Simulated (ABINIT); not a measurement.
HfN in ABINIT: the effect of target pressure

HfN:

```
Hf N
1.0
     0.00000    2.25600    2.25600
     2.25600    0.00000    2.25600
     2.25600    2.25600    0.00000
Hf N
1 1
Direct
  0.00000 0.00000 0.00000
  0.50000 0.50000 0.50000
```

Alike in all runs:

```yaml
Program: ABINIT 10.8.3 (patched build)
Task: relaxation of cell and atoms
Functional: PBE
Potentials_or_basis: JTH PAW PBE v2.0
Cutoff: 707 eV
k_mesh: 10 × 10 × 10
Occupations: fermi-dirac, width 0.05 eV
Spin: no spin polarisation
```

Each run relaxes the cell or the atoms first.

| target pressure | relaxed volume (Å³/atom) |
| --- | --- |
| 0 GPa | 11.69 |
| 5 GPa | ? |
| 10 GPa | 11.29 |
| 20 GPa | 10.96 |
| 30 GPa | 10.67 |

What does the run with target pressure 5 GPa give?

Relaxed volume 11.48 Å³/atom.

Worked out: In Murnaghan's law V^(-B') rises as a straight line in P. The other rows fit best with B' = 4.4, V0 = 11.69 Å³/atom and B0 = 267 GPa, which gives 11.48 Å³/atom at 5 GPa, against the run's 11.48.

Caveats: the relaxation stopped at its first step, so nothing moved (some runs).
